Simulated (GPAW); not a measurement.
AlNi:

```
Ni Al
1.0
     2.88100    0.00000    0.00000
     0.00000    2.88100    0.00000
     0.00000    0.00000    2.88100
Ni Al
1 1
Direct
  0.50000 0.50000 0.50000
  0.00000 0.00000 0.00000
```

Program: GPAW 26.7.0. Alike in all runs: task band structure; spin collinear, ferromagnetic start; cell as given; cutoff (eV) 600; smearing fermi-dirac 0.05 eV.

Order these runs on this cell by their pressure, lowest first.
A. level LDA; potentials or basis the program's PAW data sets (release 1.2.1) made for this functional, pw; k mesh 7 × 7 × 7; band points 100
B. level PW91; potentials or basis PAW data sets generated in the run's folder for this functional, pw; k mesh 7 × 7 × 7; band points 80
C. level r2SCAN; potentials or basis GPAW PAW data sets (gpaw-data 1.2.1), pw; k mesh 7 × 7 × 7; band points 60
D. level PBEsol+U; potentials or basis PAW data sets generated in the run's folder for this functional, pw; U Ni d U = 2 eV; k mesh 9 × 9 × 9; band points 60
E. level PBEint; potentials or basis PAW data sets generated in the run's folder for this functional, pw; k mesh 7 × 7 × 7; band points 60

A (-7.8 GPa), D (-3.7 GPa), C (-1.7 GPa), E (-0.1 GPa), B (2.4 GPa).

Caveats: the stock nickel data set gives pressures a few GPa off other programs; the U is typed as a test and isn't derived for this compound (some runs); the PAW data sets were made with another functional, which shifts forces and pressure a little (some runs).

Not every run made on this cell is shown here.
